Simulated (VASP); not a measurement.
# Sn (Fd-3m) in VASP: settings compared

The runs below take Sn through band structure, with PBE, LDA.

Everything below comes from runs of VASP 6.6.1. Logs are shortened: lines on timing, memory, paths and dates and some standing lists are left out, and cuts for length are marked.

## Step 1: Starting point

The structure is cubic, space group Fd-3m (No. 227). Conventional cell: a = 6.537 Å, b = 6.537 Å, c = 6.537 Å, α = 90.00°, β = 90.00°, γ = 90.00°. Sn (site symmetry -43m) is surrounded by 4 Sn at 2.83 Å.

This isn't the form of Sn at room conditions, which is tetragonal (white tin).

## Step 2: Band structure, PBE

The input, INCAR:

```
PREC = Accurate
ENCUT = 520
EDIFF = 1E-6
ISMEAR = 0
SIGMA = 0.03
LREAL = F
LASPH = T
NELM = 80
ALGO = Normal
ISIF = 2
LWAVE = F
LCHARG = F
GGA = PE
KPAR = 4
```

The input, KPOINTS:

```
Automatic mesh
0
Gamma
  10 10 10
```

The input, POSCAR:

```
Sn                                      
1.0
    0.0000000000      3.2685833779      3.2685833779
    3.2685833779      0.0000000000      3.2685833779
    3.2685833779      3.2685833779      0.0000000000
  Sn            
     2
Direct
     0.0000000000000000    0.0000000000000000    0.0000000000000000
     0.2500000000000000    0.2500000000000000    0.2500000000000000
```

The input, KPOINTS_OPT:

```
explicit points
302
Reciprocal
 0.0000000000  0.0000000000  0.0000000000 1
 0.0263157895  0.0000000000  0.0263157895 1
 0.0526315789  0.0000000000  0.0526315789 1
 0.0789473684  0.0000000000  0.0789473684 1
 0.1052631579  0.0000000000  0.1052631579 1
 0.1315789474  0.0000000000  0.1315789474 1
[... 294 lines left out ...]
 0.4872642400  0.0127357600  0.5000000000 1
 0.5127357600 -0.0127357600  0.5000000000 1
```

Potentials or basis: VASP PAW PBE potentials, release 64 (Sn_d).

Started as:

```console
$ cat potpaw_PBE.64/Sn_d/POTCAR > POTCAR
$ mpirun -np 4 vasp_std > vasp.out
```

OUTCAR:

```text
PREC = Accurate
   ENCUT = 520
   EDIFF = 1E-6
   ISMEAR = 0
   LREAL = F
   LASPH = T
   NELM = 80
   ISIF = 2
   GGA = PE

 ion  position               nearest neighbor table
   1  0.000  0.000  0.000-   2 2.83   2 2.83   2 2.83   2 2.83
   2  0.250  0.250  0.250-   1 2.83   1 2.83   1 2.83   1 2.83

  LATTYP: Found a face centered cubic cell.
 ALAT       =     6.5371667558

  Lattice vectors:

 A1 = (   0.0000000000,   3.2685833779,   3.2685833779)
 A2 = (   3.2685833779,   0.0000000000,   3.2685833779)
 A3 = (   3.2685833779,   3.2685833779,   0.0000000000)

Analysis of symmetry for initial positions (statically):
=====================================================================
 Subroutine PRICEL returns:
 Original cell was already a primitive cell.

 Routine SETGRP: Setting up the symmetry group for a
 face centered cubic supercell.

 Subroutine GETGRP returns: Found 48 space group operations
 (whereof 24 operations were pure point group operations)
 out of a pool of 48 trial point group operations.

The static configuration has the point symmetry T_d .
 The point group associated with its full space group is O_h .

Analysis of symmetry for dynamics (positions and initial velocities):
=====================================================================
 Subroutine PRICEL returns:
 Original cell was already a primitive cell.

 Routine SETGRP: Setting up the symmetry group for a
 face centered cubic supercell.

 Subroutine GETGRP returns: Found 48 space group operations
 (whereof 24 operations were pure point group operations)
 out of a pool of 48 trial point group operations.

The dynamic configuration has the point symmetry T_d .
 The point group associated with its full space group is O_h .

 Subroutine INISYM returns: Found 48 space group operations
 (whereof 24 operations are pure point group operations),
 and found     1 'primitive' translations

----------------------------------------------------------------------------------------

                                     Primitive cell

  volume of cell :      69.8407

  direct lattice vectors                    reciprocal lattice vectors
     0.000000000  3.268583378  3.268583378    -0.152971469  0.152971469  0.152971469
     3.268583378  0.000000000  3.268583378     0.152971469 -0.152971469  0.152971469
     3.268583378  3.268583378  0.000000000     0.152971469  0.152971469 -0.152971469

  length of vectors
     4.622474943  4.622474943  4.622474943     0.264954356  0.264954356  0.264954356

  position of ions in fractional coordinates (direct lattice)
     0.000000000  0.000000000  0.000000000
     0.250000000  0.250000000  0.250000000

  ion indices of the primitive-cell ions
   primitive index   ion index
                 1           1
                 2           2

----------------------------------------------------------------------------------------

 KPOINTS: Automatic mesh

Automatic generation of k-mesh.
 Grid dimensions read from file:
 generate k-points for:   10   10   10

 Generating k-lattice:

  Cartesian coordinates                     Fractional coordinates (reciprocal lattice)
    -0.015297147  0.015297147  0.015297147     0.100000000  0.000000000  0.000000000
     0.015297147 -0.015297147  0.015297147     0.000000000  0.100000000  0.000000000
     0.015297147  0.015297147 -0.015297147     0.000000000  0.000000000  0.100000000

  Length of vectors
     0.026495436  0.026495436  0.026495436

  Shift w.r.t. Gamma in fractional coordinates (k-lattice)
     0.000000000  0.000000000  0.000000000

 Subroutine IBZKPT returns following result:
 ===========================================

 Found     47 irreducible k-points:

 Following reciprocal coordinates:
            Coordinates               Weight
  0.000000  0.000000  0.000000      1.000000
  0.100000  0.000000  0.000000      8.000000
  0.200000  0.000000  0.000000      8.000000
  0.300000  0.000000  0.000000      8.000000
  0.400000  0.000000  0.000000      8.000000
  0.500000  0.000000  0.000000      4.000000
[... 16 lines left out ...]
  0.300000  0.300000  0.000000      6.000000
  0.400000  0.300000  0.000000     24.000000
 [... further k-points ...]
   k-points           NKPTS =     47   k-points in BZ     NKDIM =     47   number of bands    NBANDS=     18
   number of dos      NEDOS =    301   number of ions     NIONS =      2
   total plane-waves  NPLWV =  46656
   dimension x,y,z NGX =    36 NGY =   36 NGZ =   36
   dimension x,y,z NGXF=    72 NGYF=   72 NGZF=   72
   ions per type =               2
   NGX,Y,Z   is equivalent  to a cutoff of  12.95, 12.95, 12.95 a.u.
   NGXF,Y,Z  is equivalent  to a cutoff of  25.89, 25.89, 25.89 a.u.
 SYSTEM =  unknown system
   PREC   = accura    normal or accurate (medium, high low for compatibility)
   ISTART =      0    job   : 0-new  1-cont  2-samecut
   ICHARG =      2    charge: 1-file 2-atom 10-const
   ISPIN  =      1    spin polarized calculation?
   LNONCOLLINEAR =      F non collinear calculations
   LSORBIT =      F    spin-orbit coupling
   LASPH  =      T    aspherical Exc in radial PAW
   ENCUT  =  520.0 eV  38.22 Ry    6.18 a.u.   8.59  8.59  8.59*2*pi/ulx,y,z
   NELM   =     80;   NELMIN=  2; NELMDL= -5     # of ELM steps
   EDIFF  = 0.1E-05   stopping-criterion for ELM
   LREAL  =      F    real-space projection
   EDIFFG = 0.1E-04   stopping-criterion for IOM
   NSW    =      0    number of steps for IOM
   IBRION =     -1    ionic relax: 0-MD 1-quasi-New 2-CG
   NFREE  =      0    steps in history (QN), initial steepest desc. (CG)
   ISIF   =      2    stress and relaxation
   ISYM   =      2    0-nonsym 1-usesym 2-fastsym
   POTIM  = 0.5000    time-step for ionic-motion
   TEBEG  =    0.0;   TEEND  =   0.0 temperature during run
   PSTRESS=    0.0 pullay stress
   NELECT =      28.0000    total number of electrons
   NUPDOWN=      -1.0000    fix difference up-down
   EMIN   =  10.00;   EMAX   =-10.00  energy-range for DOS
   EFERMI =   0.00;   METHOD = LEGACY
   ISMEAR =     0;   SIGMA  =   0.03  broadening in eV -4-tet -1-fermi 0-gaus
   EFERMI_NEDOS =   21; number of points for ismear=-14 and -15
   IALGO  =     38    algorithm
   IMIX   =      4    mixing-type and parameters
     AMIX     =   0.40;   BMIX     =  1.00
     AMIX_MAG =   1.60;   BMIX_MAG =  1.00
  volume/ion in A,a.u.               =      34.92       235.65
  Fermi-wavevector in a.u.,A,eV,Ry     =   1.207141  2.281165 19.826260  1.457189
  Thomas-Fermi vector in A             =   2.342787
   LORBIT       =      0    0 simple, 1 ext, 2 COOP (PROOUT), +10 PAW based schemes
   GGA     = PE    functional components
   LHFCALC =     F    Hartree Fock is set to
   AEXX    =    0.0000 exact exchange contribution
   IVDW    =     0    specifies the selected vdW correction
   LEPSILON=     F    determine dielectric tensor
   LRPA    =     F    only Hartree local field effects (RPA)
 non-spin polarized calculation
 Gauss-broadening in eV      SIGMA  =   0.03
  energy-cutoff  :      520.00
  volume of cell :       69.84
 maximum number of plane-waves:      1901
 NGX is ok and might be reduce to    36
   NGX = 17   NGY = 17   NGZ = 17

 number of electron      27.9999987 magnetization

 Free energy of the ion-electron system (eV)
  ---------------------------------------------------
  ext. energy  EPLUGINS =         0.00000000
  ---------------------------------------------------
  free energy    TOTEN  =        -7.66575870 eV

  energy without entropy =       -7.66567865  energy(sigma->0) =       -7.66571867

 E-fermi :   5.3650     XC(G=0):  -8.7788

 val. band max:        5.3641246007   @ k =   0.5000   0.0000   0.0000
 cond. band min:       5.4264042207   @ k =   0.4000   0.0000   0.0000
 fundamental gap:      0.0622796200
 Fermi energy:         5.3650374660

 k-point     1 :       0.0000    0.0000    0.0000
  band No.  band energies     occupation
      1     -16.2292      2.00000
      2     -16.2292      2.00000
      3     -16.2292      2.00000
      4     -16.1726      2.00000
      5     -16.1726      2.00000
      6     -15.8812      2.00000
[... 10 lines left out ...]
     17       7.5704      0.00000
     18       7.5704      0.00000

 k-point     2 :       0.1000    0.0000    0.0000
  band No.  band energies     occupation
      1     -16.2363      2.00000
      2     -16.2363      2.00000
      3     -16.2269      2.00000
      4     -16.1628      2.00000
      5     -16.1628      2.00000
      6     -15.8979      2.00000
[... 10 lines left out ...]
     17       7.8137      0.00000
     18       7.9826      0.00000

 k-point     3 :       0.2000    0.0000    0.0000
  band No.  band energies     occupation
      1     -16.2482      2.00000
      2     -16.2482      2.00000
      3     -16.2207      2.00000
      4     -16.1442      2.00000
      5     -16.1442      2.00000
      6     -15.9161      2.00000
[... 10 lines left out ...]
     17       8.2700      0.00000
     18       9.1427      0.00000

 k-point     4 :       0.3000    0.0000    0.0000
  band No.  band energies     occupation
      1     -16.2572      2.00000
      2     -16.2572      2.00000
      3     -16.2128      2.00000
      4     -16.1280      2.00000
      5     -16.1280      2.00000
      6     -15.9297      2.00000
[... 375 lines left out ...]
      4     -16.1291      2.00000
      5     -16.1002      2.00000
      6     -15.9616      2.00000
[... 10 lines left out ...]
     17       8.9267      0.00000
     18       9.5978      0.00000

 k-point    23 :       0.3000    0.3000    0.0000
  band No.  band energies     occupation
      1     -16.2626      2.00000
      2     -16.2626      2.00000
      3     -16.2229      2.00000
      4     -16.1100      2.00000
      5     -16.0553      2.00000
      6     -16.0334      2.00000
[... 10 lines left out ...]
     17      10.8620      0.00000
     18      10.8620      0.00000

 k-point    24 :       0.4000    0.3000    0.0000
  band No.  band energies     occupation
      1     -16.2757      2.00000
      2     -16.2692      2.00000
      3     -16.2009      2.00000
      4     -16.0898      2.00000
      5     -16.0577      2.00000
      6     -16.0320      2.00000
[... 10 lines left out ...]
     17      10.7985      0.00000
     18      11.2701      0.00000

 [... further k-points ...]

------------------------ aborting loop because EDIFF is reached ----------------------------------------

  FORCE on cell =-STRESS in cart. coord.  units (eV):
  Direction    XX          YY          ZZ          XY          YZ          ZX
  --------------------------------------------------------------------------------------
  -------------------------------------------------------------------------------------
  Total        0.9169033      0.9169033      0.9169033      0.0000000      0.0000000      0.0000000
  in kB       21.0341723     21.0341723     21.0341723      0.0000000      0.0000000      0.0000000
  external PRESSURE =      21.0341723 kB  Pullay stress =       0.0000000 kB

 VOLUME and BASIS-vectors are now :
 -----------------------------------------------------------------------------
  energy-cutoff  :      520.00
  volume of cell :       69.84
      direct lattice vectors                 reciprocal lattice vectors
     0.000000000  3.268583378  3.268583378    -0.152971469  0.152971469  0.152971469
     3.268583378  0.000000000  3.268583378     0.152971469 -0.152971469  0.152971469
     3.268583378  3.268583378  0.000000000     0.152971469  0.152971469 -0.152971469

 POSITION                                       TOTAL-FORCE (eV/Angst)
 -----------------------------------------------------------------------------------
      0.00000      0.00000      0.00000         0.000000      0.000000      0.000000
      1.63429      1.63429      1.63429        -0.000000     -0.000000     -0.000000
 -----------------------------------------------------------------------------------
    total drift:                                0.000000      0.000000      0.000000

  FREE ENERGIE OF THE ION-ELECTRON SYSTEM (eV)
  ---------------------------------------------------
  free  energy   TOTEN  =        -7.6657587020 eV

  energy  without entropy=       -7.6656786456  energy(sigma->0) =       -7.66571867
```

Run time: 59 s. Hardware: 4 MPI ranks of Intel Xeon Platinum 8375C at 2.90GHz (Ice Lake), shared host; peak memory 0.26 GiB.

What came out:

```yaml
Free_energy: -7.6658 eV
Pressure: 2.1 GPa
Band_gap_along_the_path: none (metal or under the smearing width)
```

Levels at the corners of the path, in eV from the Fermi level:
| point | band 10 | band 11 | band 12 | band 13 | band 14 | band 15 | band 16 | band 17 | band 18 |
| --- | --- | --- | --- | --- | --- | --- | --- | --- | --- |
| Γ | -21.24 | -10.41 | -0.74 | 0.13 | 0.13 | 0.13 | 2.21 | 2.21 | 2.21 |
| X | -21.17 | -7.39 | -7.39 | -2.34 | -2.34 | 0.90 | 0.90 | 7.64 | 7.64 |
| X | -21.17 | -7.39 | -7.39 | -2.34 | -2.34 | 0.90 | 0.90 | 7.64 | 7.64 |
| W | -21.16 | -7.33 | -7.33 | -2.90 | -2.90 | 3.41 | 3.41 | 4.08 | 4.08 |
| W | -21.16 | -7.33 | -7.33 | -2.90 | -2.90 | 3.41 | 3.41 | 4.08 | 4.08 |
| K | -21.15 | -7.79 | -6.91 | -3.22 | -1.99 | 1.16 | 3.38 | 5.72 | 5.98 |
| K | -21.15 | -7.79 | -6.91 | -3.22 | -1.99 | 1.16 | 3.38 | 5.72 | 5.98 |
| Γ | -21.24 | -10.41 | -0.74 | 0.13 | 0.13 | 0.13 | 2.21 | 2.21 | 2.21 |
| Γ | -21.24 | -10.41 | -0.74 | 0.13 | 0.13 | 0.13 | 2.21 | 2.21 | 2.21 |
| L | -21.19 | -8.83 | -6.16 | -1.04 | -1.04 | 0.00 | 3.27 | 3.27 | 5.71 |
| L | -21.19 | -8.83 | -6.16 | -1.04 | -1.04 | 0.00 | 3.27 | 3.27 | 5.71 |
| U | -21.15 | -7.79 | -6.91 | -3.22 | -1.99 | 1.16 | 3.38 | 5.72 | 5.98 |
| U | -21.15 | -7.79 | -6.91 | -3.22 | -1.99 | 1.16 | 3.38 | 5.72 | 5.98 |
| W | -21.16 | -7.33 | -7.33 | -2.90 | -2.90 | 3.41 | 3.41 | 4.08 | 4.08 |
| W | -21.16 | -7.33 | -7.33 | -2.90 | -2.90 | 3.41 | 3.41 | 4.08 | 4.08 |
| L | -21.19 | -8.83 | -6.16 | -1.04 | -1.04 | 0.00 | 3.27 | 3.27 | 5.71 |
| L | -21.19 | -8.83 | -6.16 | -1.04 | -1.04 | 0.00 | 3.27 | 3.27 | 5.71 |
| K | -21.15 | -7.79 | -6.91 | -3.22 | -1.99 | 1.16 | 3.38 | 5.72 | 5.98 |
| U | -21.15 | -7.79 | -6.91 | -3.22 | -1.99 | 1.16 | 3.38 | 5.72 | 5.98 |
| X | -21.17 | -7.39 | -7.39 | -2.34 | -2.34 | 0.90 | 0.90 | 7.64 | 7.64 |

Caveat: spin-orbit coupling is left out, which moves the levels of the heavy elements.

## Step 3: Band structure, LDA

INCAR, as its differences from that of step 2:

```diff
@@ -12,3 +12,3 @@
 LCHARG = F
-GGA = PE
+GGA = CA
 KPAR = 4
```

KPOINTS is that of step 2.

POSCAR is that of step 2.

KPOINTS_OPT is that of step 2.

Potentials or basis: VASP PAW LDA potentials, release 64 (Sn_d).

Started as:

```console
$ cat potpaw_LDA.64/Sn_d/POTCAR > POTCAR
$ mpirun -np 4 vasp_std > vasp.out
```

Wall time 58 s (4 MPI ranks of Intel Xeon Platinum 8375C at 2.90GHz (Ice Lake), shared host); peak memory 0.23 GiB.

It converged, with:

- Free energy: -8.9322 eV
- Pressure: -1.2 GPa
- Band gap along the path: none (metal or under the smearing width)

Levels at the corners of the path, in eV from the Fermi level:
```
point  band 11  band 12  band 13  band 14  band 15  band 16  band 17  band 18
    Γ   -10.41    -0.86     0.18     0.18     0.18     2.23     2.23     2.23
    X    -7.40    -7.40    -2.30    -2.30     0.87     0.87     7.60     7.60
    X    -7.40    -7.40    -2.30    -2.30     0.87     0.87     7.60     7.60
    W    -7.34    -7.34    -2.87    -2.87     3.39     3.39     4.07     4.07
    W    -7.34    -7.34    -2.87    -2.87     3.39     3.39     4.07     4.07
    K    -7.80    -6.92    -3.20    -1.95     1.14     3.37     5.68     5.98
    K    -7.80    -6.92    -3.20    -1.95     1.14     3.37     5.68     5.98
    Γ   -10.41    -0.86     0.18     0.18     0.18     2.23     2.23     2.23
    Γ   -10.41    -0.86     0.18     0.18     0.18     2.23     2.23     2.23
    L    -8.84    -6.17    -1.00    -1.00    -0.05     3.30     3.30     5.63
    L    -8.84    -6.17    -1.00    -1.00    -0.05     3.30     3.30     5.63
    U    -7.80    -6.92    -3.20    -1.95     1.14     3.37     5.68     5.98
    U    -7.80    -6.92    -3.20    -1.95     1.14     3.37     5.68     5.98
    W    -7.34    -7.34    -2.87    -2.87     3.39     3.39     4.07     4.07
    W    -7.34    -7.34    -2.87    -2.87     3.39     3.39     4.07     4.07
    L    -8.84    -6.17    -1.00    -1.00    -0.05     3.30     3.30     5.63
    L    -8.84    -6.17    -1.00    -1.00    -0.05     3.30     3.30     5.63
    K    -7.80    -6.92    -3.20    -1.95     1.14     3.37     5.68     5.98
    U    -7.80    -6.92    -3.20    -1.95     1.14     3.37     5.68     5.98
    X    -7.40    -7.40    -2.30    -2.30     0.87     0.87     7.60     7.60
```

Caveat: spin-orbit coupling is left out, which moves the levels of the heavy elements.
